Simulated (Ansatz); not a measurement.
# ZnS (Wurtzite-4H) (P6_3mc) in Ansatz: further runs

The runs below take ZnS (Wurtzite-4H) through band structure, with PBEsol, LDA, PBE.

All numbers are computed with Ansatz 0.2.0; they aren't measurements. Logs are shortened: lines on timing, memory, paths and dates and some standing lists are left out, and cuts for length are marked.

**What was measured.**

A printed reference work, monograph reports, for a bulk crystal of ZnS at 4 K: band gap 3.911 eV (direct).

The results are compared with them further down.

### 1 Starting point

The structure is hexagonal, space group P6_3mc (No. 186). The conventional cell has a = 3.823 Å, b = 3.823 Å, c = 12.520 Å, α = 90.00°, β = 90.00°, γ = 120.00°. Zn (site symmetry 3m) has 4 S at 2.34 to 2.35 Å as nearest neighbours. Zn (site symmetry 3m) has 4 S at 2.34 to 2.35 Å as nearest neighbours. Around S (site symmetry 3m) lie 4 Zn at 2.34 to 2.35 Å. Around S (site symmetry 3m) lie 4 Zn at 2.34 to 2.35 Å.

### 2 Band structure, PBEsol

input.yaml

```yaml
crystal:
  lattice:
    - [3.8227, 0.0, 0.0]
    - [-1.91135, 3.310555311, 0.0]
    - [0.0, 0.0, 12.52]
  atoms:
    - { symbol: Zn, position: [0.6666666667, 0.3333333333, 0.75] }
    - { symbol: Zn, position: [0.3333333333, 0.6666666667, 0.25] }
    - { symbol: Zn, position: [0.0, 0.0, 0.5] }
    - { symbol: Zn, position: [0.0, 0.0, 0.0] }
    - { symbol: S, position: [0.6666666667, 0.3333333333, 0.9375] }
    - { symbol: S, position: [0.3333333333, 0.6666666667, 0.4375] }
    - { symbol: S, position: [0.0, 0.0, 0.6875] }
    - { symbol: S, position: [0.0, 0.0, 0.1875] }
kpoints:
  mp_grid: { grid: [8, 8, 3] }
  band_path:
    path:
      - [0.0, 0.0, 0.0]
      - [0.5, 0.0, 0.0]
      - [0.3333333333, 0.3333333333, 0.0]
      - [0.0, 0.0, 0.0]
      - [0.0, 0.0, 0.5]
      - [0.5, 0.0, 0.5]
      - [0.3333333333, 0.3333333333, 0.5]
      - [0.0, 0.0, 0.5]
    npoints: 10
scf:
  occupations: { method: fermi_dirac, width: 0.05 }
hamiltonian:
  xc: pbesol
  pseudopotentials: { kind: all_electron, lapw: { basis_error: 0.002 } }
output:
  forces: true
  stress: true
  eigenvalues: true
```

Potentials or basis: all-electron LAPW, scalar-relativistic.

Started as:

```
$ ansatz run input.yaml --threads 4 --pin off --max-ram 12288MiB --backend cpu --events-out ev --progress --plain --runs-dir out
```

The program printed:

```text
Warning: RAYON_NUM_THREADS=4 ignored (pool sized by the plan → 4); use --threads N
LAPW: plane waves up to 8.210 Å⁻¹, error target 2.0e-3 eV per atom; small_component_spin mean_spin; S in spheres of 1.035 Å, 14 of its electrons in bands, Dirac shells []; Zn in spheres of 1.306 Å, 20 of its electrons in bands, Dirac shells [] (how accurate: hamiltonian.pseudopotentials.lapw.basis_error, Limitations)
Engine: ansatz 0.2.0, x86_64-unknown-linux-gnu
Pseudopotentials: kind: all_electron
Pseudopotential: Zn, LAPW, valence charge 20, lapw/all_electron/scalar/gaussian/Zn, Koelling and Harmon's equation, gaussian nucleus
Pseudopotential: S, LAPW, valence charge 14, lapw/all_electron/scalar/gaussian/S, Koelling and Harmon's equation, gaussian nucleus
Functional definition: PBEsol
  exchange = pbesol_x
  correlation = pbesol_c
Crystal: 8 atoms, lattice volume = 158.444 Å³
Basis set: ecut = 256.81732227283635 eV, 1425 PW (Γ), exchange–correlation at level 2
Bands: 82, of which v1, the nominal top of the filled ones, is band 68 counted from 1 (67 counted from 0)
Symmetry: 12 space group operations
Space group: P63mc (ITA 186), of the structure as read, at distance tolerance 5.4e-5 Å
k-points: 20 of 192 (time reversal used)
Non-local potential: Zn, projectors of the file, none
Non-local potential: S, projectors of the file, none
Initial density: superposition of atomic densities (chi_scale 0.1, normalization cell, long waves kept (reshape's long-wave potential 0.00 eV rms))
Initial wavefunctions: plane waves of lowest kinetic energy (no species holds an atomic orbital)
Functional: x = pbesol(κ = 0.804, μ = 0.12345679012345678), c = pbesol(β = 0.046)
iter 1 solved again at ethr=2.71e-3 eV; its pass at ethr=1.00e-1 eV (dr2=3.69e0 eV) is discarded
SCF iter   1: F=—  HF=-238729.906881 eV  |F-HF|=—  |Δ(HF+E_count)|=         —  Δρ=3.82e-2  dr2=3.69e0  ethr=2.71e-3  ⟨swp⟩=2.0  Hψ=11036  notcnv=0
preconditioner: auto → Resta (q_TF=auto, 2.660 Å⁻¹)  ε∞=6.1  [insulator: Δε(μ)=2.263 eV  Ē_g=11.126 eV  σ=0.050 eV  W_gap=1.00  n_scr=52 (ndim 8)  ℏωp=25.0 eV  f_vac=0.111  D(μ)=0.00/eV (n_scr^D=0)  ε∞_Penn≈6.1]
SCF iter   2: F=—  HF=-238728.620942 eV  |F-HF|=—  |Δ(HF+E_count)|=    1.29e0  Δρ=1.72e-2  dr2=6.49e-1  ethr=2.71e-3  ⟨swp⟩=3.0  Hψ=4881  notcnv=0
SCF iter   3: F=—  HF=-238728.381590 eV  |F-HF|=—  |Δ(HF+E_count)|=   2.39e-1  Δρ=1.22e-2  dr2=3.45e-1  ethr=4.77e-4  ⟨swp⟩=2.0  Hψ=4804  notcnv=0
SCF iter   4: F=—  HF=-238728.235717 eV  |F-HF|=—  |Δ(HF+E_count)|=   1.46e-1  Δρ=5.13e-3  dr2=5.03e-2  ethr=2.54e-4  ⟨swp⟩=2.0  Hψ=4812  notcnv=0
iter 5 solved again at ethr=1.44e-6 eV; its pass at ethr=3.70e-5 eV (dr2=1.96e-3 eV) is discarded
SCF iter   5: F=—  HF=-238728.238694 eV  |F-HF|=—  |Δ(HF+E_count)|=         —  Δρ=9.88e-4  dr2=1.95e-3  ethr=1.44e-6  ⟨swp⟩=2.0  Hψ=7989  notcnv=0
the basis was enlarged: its passes take 5.8 MiB over the memory plan, 4 of 4 planned eigensolver slots
SCF iter   6: F=—  HF=-238728.240329 eV  |F-HF|=—  |Δ(HF+E_count)|=   1.64e-3  Δρ=3.57e-4  dr2=2.95e-4  ethr=1.43e-6  ⟨swp⟩=3.0  Hψ=4616  notcnv=0
SCF iter   7: F=—  HF=-238728.240877 eV  |F-HF|=—  |Δ(HF+E_count)|=   5.48e-4  Δρ=1.15e-4  dr2=4.37e-5  ethr=2.17e-7  ⟨swp⟩=3.0  Hψ=4858  notcnv=0
SCF iter   8: F=—  HF=-238728.240771 eV  |F-HF|=—  |Δ(HF+E_count)|=   1.06e-4  Δρ=7.87e-5  dr2=1.42e-5  ethr=3.22e-8  ⟨swp⟩=3.0  Hψ=5006  notcnv=0
SCF iter   9: F=—  HF=-238728.240793 eV  |F-HF|=—  |Δ(HF+E_count)|=   2.19e-5  Δρ=2.44e-5  dr2=1.24e-6  ethr=1.04e-8  ⟨swp⟩=3.0  Hψ=4883  notcnv=0
SCF iter  10: F=-238728.240794 eV  HF=-238728.240794 eV  |F-HF|=5.57e-8  |Δ(HF+E_count)|=   9.06e-7  Δρ=5.75e-6  dr2=7.03e-8  ethr=9.08e-10  ⟨swp⟩=3.0  Hψ=4798  notcnv=0
SCF 1 converged in 10 iterations: F = -238728.240794 eV  dr2 = 7.03e-8
NSCF: frozen V_eff on 71 k-points
SCF converged after 10 iterations
Free energy (F): -238728.240794 eV
Harris-Foulkes:  -238728.240794 eV  (|F-HF|=5.57e-8)
Internal energy: -238728.240794 eV  (E = F + TS)
E sigma→0 (E₀):  -238728.240794 eV
Fermi energy:    8.199292 eV
--- Per-component energies (eV) ---
  E_band       = -7532.003296
  E_kinetic    = 242474.949661
  E_xc         = -10367.949335
  E_electrostatic = -470835.241120  (all electrons and nuclei)
  E_smearing   = -0.000000  (= −TS)
  E_closure    = 0.000000  (closes the sum)
  E_atoms      = -238697.982451  (free atoms, spherical and without spin; not in F)
  Σ components = -238728.240794   (vs F -238728.240794, Δ=0.00e0)
  Basis errors (estimates in eV, not in F): energy 8.8e-4 per atom: plane waves 7.9e-4 (4.8e-4 summed), levels above the bands 3.7e-56, relativity 1.6e-8, radial functions 8.7e-5, core shells 5.7e-11; eigenvalues (radial functions only) 3.0e-6; not estimated: angular momenta, meshes, grids; target (lapw.basis_error) 2.0e-3; muffin-tin radii S 1.035 Å, Zn 1.306 Å
--- Forces (eV/Å), atoms counted from 1 ---
  atom   1  Zn     0.00000000     0.00000000     0.00528426
  atom   2  Zn     0.00000000    -0.00000000     0.00528426
  atom   3  Zn     0.00000000     0.00000000     0.01919174
  atom   4  Zn     0.00000000    -0.00000000     0.01919174
  atom   5  S     -0.00000000     0.00000000     0.01517322
  atom   6  S      0.00000000    -0.00000000     0.01517322
  atom   7  S      0.00000000    -0.00000000    -0.03965566
  atom   8  S      0.00000000     0.00000000    -0.03965566
  max |Σ_I F_I| component: 1.29e-5 eV/Å
--- Stress (GPa, compression-positive) ---
       -2.161667       0.000000       0.000000
        0.000000      -2.161667       0.000000
       -0.000000       0.000000      -2.309875
  P = ⅓ Tr σ = -2.2111 GPa (-22.111 kbar)
--- Band table (eV; the first three rows and the last of 20) ---
  k-point 0: bands = ["-197.1345", "-197.1345", "-197.1202", "-197.1202", "-142.1886", "-142.1886", "-142.1878", "-142.1878", "-142.1878", "-142.1878", "-142.1747", "-142.1747", "-142.1732", "-142.1732", "-142.1732", "-142.1732", "-117.3920", "-117.3920", "-117.3832", "-117.3832", "-71.7226", "-71.7226", "-71.7226", "-71.7226", "-71.7217", "-71.7217", "-71.7140", "-71.7140", "-71.7133", "-71.7133", "-71.7133", "-71.7133", "-5.9711", "-5.5504", "-5.5385", "-5.0337", "0.8066", "0.8104", "0.8104", "0.8336", "0.8466", "0.8482", "0.8482", "0.8722", "0.8722", "0.9070", "0.9070", "1.2774", "1.2774", "1.2845", "1.2845", "1.3147", "1.3147", "1.3305", "1.3305", "1.4917", "1.8282", "4.2802", "4.2957", "6.2873", "6.2873", "6.6889", "6.6889", "6.7073", "6.7073", "7.1249", "7.1653", "7.1653", "9.1596", "10.2378", "10.4345", "10.6732", "13.3974", "13.3974", "13.5127", "13.7036", "13.7036", "13.8174", "13.9431", "14.1832", "14.1832", "14.3407"]
  k-point 1: bands = ["-197.1345", "-197.1345", "-197.1202", "-197.1202", "-142.1886", "-142.1886", "-142.1878", "-142.1878", "-142.1878", "-142.1878", "-142.1747", "-142.1747", "-142.1732", "-142.1732", "-142.1732", "-142.1732", "-117.3920", "-117.3920", "-117.3832", "-117.3832", "-71.7226", "-71.7226", "-71.7226", "-71.7226", "-71.7217", "-71.7217", "-71.7140", "-71.7140", "-71.7133", "-71.7133", "-71.7133", "-71.7133", "-5.9177", "-5.7663", "-5.3019", "-5.1085", "0.8041", "0.8059", "0.8170", "0.8170", "0.8337", "0.8337", "0.8858", "0.8858", "0.9011", "0.9011", "0.9506", "1.1893", "1.2793", "1.2793", "1.2828", "1.2828", "1.3186", "1.3186", "1.3265", "1.3265", "2.3583", "3.2362", "5.4280", "6.3399", "6.3399", "6.4871", "6.4871", "6.5231", "6.9229", "6.9229", "7.0983", "7.0983", "9.6636", "10.2918", "10.2978", "10.4793", "13.3471", "13.3883", "13.4790", "13.4790", "13.6373", "13.6373", "14.1944", "14.1944", "14.2788", "14.2788"]
  k-point 2: bands = ["-197.1345", "-197.1345", "-197.1202", "-197.1202", "-142.1886", "-142.1886", "-142.1878", "-142.1878", "-142.1878", "-142.1878", "-142.1747", "-142.1747", "-142.1732", "-142.1732", "-142.1732", "-142.1732", "-117.3920", "-117.3920", "-117.3832", "-117.3832", "-71.7226", "-71.7226", "-71.7226", "-71.7226", "-71.7217", "-71.7217", "-71.7140", "-71.7140", "-71.7133", "-71.7133", "-71.7133", "-71.7133", "-5.8658", "-5.4633", "-5.4513", "-4.9753", "0.7990", "0.8137", "0.8284", "0.8311", "0.8322", "0.8736", "0.8865", "0.8976", "0.8987", "0.9195", "0.9375", "1.2603", "1.2689", "1.2719", "1.2928", "1.2930", "1.3133", "1.3166", "1.3365", "1.5307", "1.9826", "4.2353", "4.2522", "5.5250", "6.0289", "6.0428", "6.0788", "6.3145", "6.4990", "6.5113", "6.9914", "7.0355", "9.9688", "10.9364", "11.0769", "11.3401", "12.8621", "12.9556", "13.2114", "13.6694", "13.7068", "13.9687", "14.0925", "14.1364", "14.4932", "14.7502"]
  k-point 19: bands = ["-197.1345", "-197.1345", "-197.1202", "-197.1202", "-142.1886", "-142.1886", "-142.1878", "-142.1878", "-142.1878", "-142.1878", "-142.1747", "-142.1747", "-142.1732", "-142.1732", "-142.1732", "-142.1732", "-117.3920", "-117.3920", "-117.3832", "-117.3832", "-71.7227", "-71.7227", "-71.7226", "-71.7226", "-71.7217", "-71.7217", "-71.7140", "-71.7140", "-71.7134", "-71.7134", "-71.7134", "-71.7134", "-4.8703", "-4.8417", "-4.7716", "-4.7486", "0.8723", "0.8793", "0.9551", "0.9770", "0.9956", "1.0058", "1.0500", "1.0784", "1.1699", "1.1782", "1.2141", "1.2367", "1.2750", "1.2817", "1.3049", "1.3211", "1.5125", "1.5412", "1.5904", "1.6120", "2.3801", "2.4361", "2.6407", "2.7054", "3.8860", "3.9878", "4.5268", "4.6982", "4.9874", "5.3625", "5.6845", "5.6909", "11.4507", "11.5126", "11.9086", "12.3814", "12.9511", "13.0252", "13.3557", "13.7241", "14.3516", "14.6184", "14.9177", "15.5768", "16.0640", "16.1747"]
```

It took 78 s on 4 threads of AMD EPYC 7R43 (Zen 3), shared host; peak memory 0.91 GiB.

What came out:

| Property | Result |
| --- | --- |
| Free energy | -238728.2408 eV |
| Pressure | -2.2 GPa |
| Largest force | 0.040 eV/Å |
| Band gap on the k mesh | 1.99 eV, direct |
| Band gap along the path | 1.99 eV, direct |

Forces on the atoms (eV/Å):
```
Zn   0.000  0.000  0.005
Zn   0.000  0.000  0.005
Zn   0.000  0.000  0.019
Zn   0.000  0.000  0.019
S    0.000  0.000  0.015
S    0.000  0.000  0.015
S    0.000  0.000 -0.040
S    0.000  0.000 -0.040
```

Levels at the corners of the path, in eV from the valence-band top:
```
point  band 66  band 67  band 68  band 69  band 70  band 71
    Γ    -0.04     0.00     0.00     1.99     3.07     3.27
    M    -1.58    -1.12    -0.88     3.18     3.22     3.64
    K    -1.77    -1.77    -1.33     4.39     4.80     4.80
    Γ    -0.04     0.00     0.00     1.99     3.07     3.27
    A    -0.14    -0.14    -0.14     2.87     2.87     3.20
    L    -1.52    -1.11    -1.11     3.56     3.56     3.90
    H    -1.82    -1.62    -1.62     4.24     4.24     5.11
    A    -0.14    -0.14    -0.14     2.87     2.87     3.20
```

[end of part 1 of 2]
